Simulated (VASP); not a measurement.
# TiN (Fm-3m) in VASP: further runs

One crystal, TiN, is run at these levels: PBEsol, RPBE; tasks: relaxation of cell and atoms, single point.

All numbers are computed with VASP 6.6.1; they aren't measurements. Logs are shortened: lines on timing, memory, paths and dates and some standing lists are left out, and cuts for length are marked.

**1. The structure**

Symmetry: Fm-3m, No. 225, cubic system. Conventional cell: a = 4.241 Å, b = 4.241 Å, c = 4.241 Å, α = 90.00°, β = 90.00°, γ = 90.00°. Ti (site symmetry m-3m) is surrounded by 6 N at 2.12 Å. Around N (site symmetry m-3m) lie 6 Ti at 2.12 Å.

The cell is a database's computed one.

**2. Relaxation of cell and atoms, PBEsol**

Input file INCAR:

```
PREC = Accurate
ENCUT = 600
EDIFF = 1E-7
ISMEAR = 0
SIGMA = 0.1
LREAL = F
LASPH = T
NELM = 80
ALGO = Normal
ISIF = 3
LWAVE = F
LCHARG = F
GGA = PS
IBRION = 2
NSW = 90
EDIFFG = -0.005
```

Input file KPOINTS:

```
regular mesh
0
Gamma
  6 6 6
```

Input file POSCAR:

```
TiN
1.0
    0.0000000000      2.1206234500      2.1206234500
    2.1206234500      0.0000000000      2.1206234500
    2.1206234500      2.1206234500      0.0000000000
Ti N
1 1
Direct
    0.0000000000      0.0000000000      0.0000000000
    0.5000000000      0.5000000000      0.5000000000
```

Potentials or basis: VASP PAW PBE potentials, release 64 (Ti_sv, N).

Launch:

```
$ cat potpaw_PBE.64/Ti_sv/POTCAR potpaw_PBE.64/N/POTCAR > POTCAR
$ mpirun -np 1 vasp_std > vasp.out
```

OUTCAR:

```text
PREC = Accurate
   ENCUT = 600
   EDIFF = 1E-7
   ISMEAR = 0
   LREAL = F
   LASPH = T
   NELM = 80
   ISIF = 3
   GGA = PS
   IBRION = 2
   NSW = 90
   EDIFFG = -0.005

 ion  position               nearest neighbor table
   1  0.000  0.000  0.000-   2 2.12   2 2.12   2 2.12   2 2.12   2 2.12   2 2.12
   2  0.500  0.500  0.500-   1 2.12   1 2.12   1 2.12   1 2.12   1 2.12   1 2.12

  LATTYP: Found a face centered cubic cell.
 ALAT       =     4.2412469000

  Lattice vectors:

 A1 = (   0.0000000000,   2.1206234500,   2.1206234500)
 A2 = (   2.1206234500,   0.0000000000,   2.1206234500)
 A3 = (   2.1206234500,   2.1206234500,   0.0000000000)

Analysis of symmetry for initial positions (statically):
=====================================================================
 Subroutine PRICEL returns:
 Original cell was already a primitive cell.

 Routine SETGRP: Setting up the symmetry group for a
 face centered cubic supercell.

 Subroutine GETGRP returns: Found 48 space group operations
 (whereof 48 operations were pure point group operations)
 out of a pool of 48 trial point group operations.

The static configuration has the point symmetry O_h .

Analysis of symmetry for dynamics (positions and initial velocities):
=====================================================================
 Subroutine PRICEL returns:
 Original cell was already a primitive cell.

 Routine SETGRP: Setting up the symmetry group for a
 face centered cubic supercell.

 Subroutine GETGRP returns: Found 48 space group operations
 (whereof 48 operations were pure point group operations)
 out of a pool of 48 trial point group operations.

The dynamic configuration has the point symmetry O_h .

 Subroutine INISYM returns: Found 48 space group operations
 (whereof 48 operations are pure point group operations),
 and found     1 'primitive' translations

----------------------------------------------------------------------------------------

                                     Primitive cell

  volume of cell :      19.0731

  direct lattice vectors                    reciprocal lattice vectors
     0.000000000  2.120623450  2.120623450    -0.235779718  0.235779718  0.235779718
     2.120623450  0.000000000  2.120623450     0.235779718 -0.235779718  0.235779718
     2.120623450  2.120623450  0.000000000     0.235779718  0.235779718 -0.235779718

  length of vectors
     2.999014444  2.999014444  2.999014444     0.408382452  0.408382452  0.408382452

  position of ions in fractional coordinates (direct lattice)
     0.000000000  0.000000000  0.000000000
     0.500000000  0.500000000  0.500000000

  ion indices of the primitive-cell ions
   primitive index   ion index
                 1           1
                 2           2

----------------------------------------------------------------------------------------

 KPOINTS: regular mesh

Automatic generation of k-mesh.
 Grid dimensions read from file:
 generate k-points for:    6    6    6

 Generating k-lattice:

  Cartesian coordinates                     Fractional coordinates (reciprocal lattice)
    -0.039296620  0.039296620  0.039296620     0.166666667  0.000000000  0.000000000
     0.039296620 -0.039296620  0.039296620     0.000000000  0.166666667  0.000000000
     0.039296620  0.039296620 -0.039296620     0.000000000  0.000000000  0.166666667

  Length of vectors
     0.068063742  0.068063742  0.068063742

  Shift w.r.t. Gamma in fractional coordinates (k-lattice)
     0.000000000  0.000000000  0.000000000

 Subroutine IBZKPT returns following result:
 ===========================================

 Found     16 irreducible k-points:

 Following reciprocal coordinates:
            Coordinates               Weight
  0.000000  0.000000  0.000000      1.000000
  0.166667  0.000000  0.000000      8.000000
  0.333333  0.000000  0.000000      8.000000
  0.500000  0.000000  0.000000      4.000000
  0.166667  0.166667  0.000000      6.000000
  0.333333  0.166667  0.000000     24.000000
[... 8 lines left out ...]
 -0.333333  0.333333  0.166667     24.000000
 -0.333333  0.500000  0.166667     12.000000
   k-points           NKPTS =     16   k-points in BZ     NKDIM =     16   number of bands    NBANDS=     12
   number of dos      NEDOS =    301   number of ions     NIONS =      2
   total plane-waves  NPLWV =  13824
   dimension x,y,z NGX =    24 NGY =   24 NGZ =   24
   dimension x,y,z NGXF=    48 NGYF=   48 NGZF=   48
   ions per type =               1   1
   NGX,Y,Z   is equivalent  to a cutoff of  13.30, 13.30, 13.30 a.u.
   NGXF,Y,Z  is equivalent  to a cutoff of  26.61, 26.61, 26.61 a.u.
 SYSTEM =  unknown system
   PREC   = accura    normal or accurate (medium, high low for compatibility)
   ISTART =      0    job   : 0-new  1-cont  2-samecut
   ICHARG =      2    charge: 1-file 2-atom 10-const
   ISPIN  =      1    spin polarized calculation?
   LNONCOLLINEAR =      F non collinear calculations
   LSORBIT =      F    spin-orbit coupling
   LASPH  =      T    aspherical Exc in radial PAW
   ENCUT  =  600.0 eV  44.10 Ry    6.64 a.u.   5.99  5.99  5.99*2*pi/ulx,y,z
   NELM   =     80;   NELMIN=  2; NELMDL= -5     # of ELM steps
   EDIFF  = 0.1E-06   stopping-criterion for ELM
   LREAL  =      F    real-space projection
   EDIFFG = -.5E-02   stopping-criterion for IOM
   NSW    =     90    number of steps for IOM
   IBRION =      2    ionic relax: 0-MD 1-quasi-New 2-CG
   NFREE  =      1    steps in history (QN), initial steepest desc. (CG)
   ISIF   =      3    stress and relaxation
   ISYM   =      2    0-nonsym 1-usesym 2-fastsym
   POTIM  = 0.5000    time-step for ionic-motion
   TEBEG  =    0.0;   TEEND  =   0.0 temperature during run
   PSTRESS=    0.0 pullay stress
   NELECT =      17.0000    total number of electrons
   NUPDOWN=      -1.0000    fix difference up-down
   EMIN   =  10.00;   EMAX   =-10.00  energy-range for DOS
   EFERMI =   0.00;   METHOD = LEGACY
   ISMEAR =     0;   SIGMA  =   0.10  broadening in eV -4-tet -1-fermi 0-gaus
   EFERMI_NEDOS =   21; number of points for ismear=-14 and -15
   IALGO  =     38    algorithm
   IMIX   =      4    mixing-type and parameters
     AMIX     =   0.40;   BMIX     =  1.00
     AMIX_MAG =   1.60;   BMIX_MAG =  1.00
  volume/ion in A,a.u.               =       9.54        64.36
  Fermi-wavevector in a.u.,A,eV,Ry     =   1.575497  2.977258 33.772256  2.482191
  Thomas-Fermi vector in A             =   2.676472
   LORBIT       =      0    0 simple, 1 ext, 2 COOP (PROOUT), +10 PAW based schemes
   GGA     = PS    functional components
   LHFCALC =     F    Hartree Fock is set to
   AEXX    =    0.0000 exact exchange contribution
   IVDW    =     0    specifies the selected vdW correction
   LEPSILON=     F    determine dielectric tensor
   LRPA    =     F    only Hartree local field effects (RPA)
 conjugate gradient relaxation of ions
 non-spin polarized calculation
 Gauss-broadening in eV      SIGMA  =   0.10
  energy-cutoff  :      600.00
  volume of cell :       19.07
 maximum number of plane-waves:       650
   NGX = 11   NGY = 11   NGZ = 11

--------------------------------------- Ionic step        1  -------------------------------------------

 number of electron      17.0000002 magnetization

 Free energy of the ion-electron system (eV)
  ---------------------------------------------------
  ext. energy  EPLUGINS =         0.00000000
  ---------------------------------------------------
  free energy    TOTEN  =       -20.78450423 eV

  energy without entropy =      -20.77936566  energy(sigma->0) =      -20.78193495

------------------------ aborting loop because EDIFF is reached ----------------------------------------

  FORCE on cell =-STRESS in cart. coord.  units (eV):
  Direction    XX          YY          ZZ          XY          YZ          ZX
  --------------------------------------------------------------------------------------
  -------------------------------------------------------------------------------------
  Total       -0.8676230     -0.8676230     -0.8676230      0.0000000     -0.0000000     -0.0000000
  in kB      -72.8821133    -72.8821133    -72.8821133      0.0000000     -0.0000000     -0.0000000
  external PRESSURE =     -72.8821133 kB  Pullay stress =       0.0000000 kB

 VOLUME and BASIS-vectors are now :
 -----------------------------------------------------------------------------
  energy-cutoff  :      600.00
  volume of cell :       19.07
      direct lattice vectors                 reciprocal lattice vectors
     0.000000000  2.120623450  2.120623450    -0.235779718  0.235779718  0.235779718
     2.120623450  0.000000000  2.120623450     0.235779718 -0.235779718  0.235779718
     2.120623450  2.120623450  0.000000000     0.235779718  0.235779718 -0.235779718
[... 73 lines left out ...]
 POSITION                                       TOTAL-FORCE (eV/Angst)
 -----------------------------------------------------------------------------------
      0.00000     -0.00000      0.00000         0.000000     -0.000000      0.000000
      2.10270      2.10270      2.10270        -0.000000      0.000000     -0.000000
 -----------------------------------------------------------------------------------
    total drift:                                0.000000     -0.000000     -0.000000

  FREE ENERGIE OF THE ION-ELECTRON SYSTEM (eV)
  ---------------------------------------------------
  free  energy   TOTEN  =       -20.7957922292 eV

  energy  without entropy=      -20.7907891113  energy(sigma->0) =      -20.79329067

--------------------------------------- Ionic step        4  -------------------------------------------

 number of electron      16.9999998 magnetization

 Free energy of the ion-electron system (eV)
  ---------------------------------------------------
  ext. energy  EPLUGINS =         0.00000000
  ---------------------------------------------------
  free energy    TOTEN  =       -20.79579250 eV

  energy without entropy =      -20.79079288  energy(sigma->0) =      -20.79329269

 E-fermi :  11.5832     XC(G=0): -13.3692

 val. band max:       11.4440854521   @ k =   0.5000   0.3333   0.1667
 cond. band min:      11.5991038941   @ k =   0.1667   0.0000   0.0000
 fundamental gap:      0.1550184420
 Fermi energy:        11.5832417081

 k-point     1 :       0.0000    0.0000    0.0000
  band No.  band energies     occupation
      1     -45.9267      2.00000
      2     -21.9854      2.00000
      3     -21.9854      2.00000
      4     -21.9854      2.00000
      5      -5.5189      2.00000
      6       9.6359      2.00000
      7       9.6359      2.00000
      8       9.6359      2.00000
      9      11.0002      2.00000
     10      11.0002      2.00000
     11      11.0002      2.00000
     12      12.2480      0.00000

 k-point     2 :       0.1667    0.0000    0.0000
  band No.  band energies     occupation
      1     -45.8990      2.00000
      2     -22.1741      2.00000
      3     -22.0009      2.00000
      4     -22.0009      2.00000
      5      -4.9721      2.00000
      6       7.4850      2.00000
      7       8.1079      2.00000
      8       8.1079      2.00000
      9      11.5991      0.82250
     10      11.5991      0.82250
     11      11.8788      0.00003
     12      14.0859      0.00000
[... 230 lines left out ...]
 POSITION                                       TOTAL-FORCE (eV/Angst)
 -----------------------------------------------------------------------------------
      2.10235      4.20469      2.10235         0.000000     -0.000000     -0.000000
      2.10235      2.10235      2.10235         0.000000      0.000000      0.000000
 -----------------------------------------------------------------------------------
    total drift:                               -0.000000     -0.000000     -0.000000

  FREE ENERGIE OF THE ION-ELECTRON SYSTEM (eV)
  ---------------------------------------------------
  free  energy   TOTEN  =       -20.7957925013 eV

  energy  without entropy=      -20.7907928817  energy(sigma->0) =      -20.79329269

 reached required accuracy - stopping structural energy minimisation
```

Wall time 9.6 s (1 thread of Intel Xeon 6975P-C (Granite Rapids), shared host); peak memory 0.14 GiB.

Results:

```
Free energy                            : -20.7958 eV
Relaxed volume                         : 9.29 Å³/atom
Relaxed cell                           : a = 2.973 Å, b = 2.973 Å, c = 2.973 Å, α = 60.00°, β = 60.00°, γ = 60.00°
Space group after relaxing (to 0.05 Å) : Fm-3m (No. 225)
Energy gained by relaxing              : 5.6 meV/atom
Ionic steps                            : 4
Pressure after relaxing                : 0.1 GPa
Band gap on the k mesh                 : none (metal or under the smearing width)
```

Step by step:
```tsv
step	energy change (eV)	largest force (eV/Å)	pressure (GPa)	volume (Å³)
1	0.0000	0.0000	-7.29	19.07
2	0.0142	0.0000	12.23	17.90
3	-0.0113	0.0000	-0.10	18.59
4	-0.0113	0.0000	0.07	18.58
```

Final structure:
```xyz
2
Lattice="0.0000 2.1023 2.1023 2.1023 0.0000 2.1023 2.1023 2.1023 0.0000" Properties=species:S:1:pos:R:3 pbc="T T T"
Ti    2.1023    4.2047    2.1023
N     2.1023    2.1023    2.1023
```

Caveat: the k mesh is coarse (spacing up to 0.43 Å⁻¹), so the values aren't converged; the PAW data sets were made with another functional, which shifts forces and pressure a little.

(Continued in part 2 of 3.)
